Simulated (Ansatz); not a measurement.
Sb:

```
CELL_PARAMETERS angstrom
2.15420 1.24373 3.75800
-2.15420 1.24373 3.75800
0.00000 -2.48746 3.75800
ATOMIC_POSITIONS crystal
Sb 0.76651 0.76651 0.76651
Sb 0.23349 0.23349 0.23349
```

Base run:

| Quantity | Value |
| --- | --- |
| Program | Ansatz 0.2.0 |
| Functional | PBEsol |
| Potentials or basis | all-electron PAW datasets made for the crystal |
| Cutoff | 140 eV (chosen from the basis error) |
| k mesh | 8 × 8 × 8 |
| Occupations | fermi-dirac, width 0.05 eV |
| Spin | no spin polarisation |

Its results: pressure 0.0 GPa; largest force 0.104 eV/Å.

Problem. The run is repeated on the same cell with these changes: potentials or basis from all-electron PAW datasets made for the crystal to all-electron LAPW, non-relativistic; cutoff from 140 eV (chosen from the basis error) to 229 eV (chosen from the basis error). What comes out?

Solution. Pressure 0.4 GPa; largest force 0.233 eV/Å.

Caveats: relativity is left out, which matters for the heavier elements (some runs).

The runs don't all hold the same shells in valence.
